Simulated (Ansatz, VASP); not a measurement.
## MoS2 in VASP and in Ansatz

```xyz
6
Lattice="3.1572 0.0000 0.0000 -1.5786 2.7342 0.0000 0.0000 0.0000 12.5385" Properties=species:S:1:pos:R:3 pbc="T T T"
Mo    0.0000    1.8228    3.1346
Mo    1.5786    0.9114    9.4038
S     0.0000    1.8228    7.8500
S     1.5786    0.9114    1.5808
S     0.0000    1.8228   10.9576
S     1.5786    0.9114    4.6884
```

Change from the starting cell: in-plane strain +0.005, out-of-plane length and atoms relaxed by PAW.

Alike in both runs: functional PBEsol; k mesh 6 × 6 × 2; no spin polarisation.

Ansatz relaxed the structure, and its values are those at the end. VASP's run is a single point on that final structure, the one shown.

|  | VASP | Ansatz |
| --- | --- | --- |
| version | VASP 6.6.1 | Ansatz 0.2.0 |
| potentials or method | VASP PAW PBE potentials, release 64 (Mo_sv, S) | PAW with Ansatz's default frozen-core files, scalar-relativistic |
| plane-wave cutoff (eV) | 520 | 420 |
| occupations | gaussian, width 0.01 eV | fixed |
| valence electrons in the cell | 52 | 52 |

|  | VASP | Ansatz | Ansatz less VASP |
| --- | --- | --- | --- |
| pressure (GPa) | -0.9 | -0.9 | +0.03 |

Caveats: the PAW data sets were made with another functional, which shifts forces and pressure a little (VASP); this functional lacks dispersion, which binds the layers, so the pressure and a relaxed spacing across them are unreliable. A k mesh can miss the band edges.
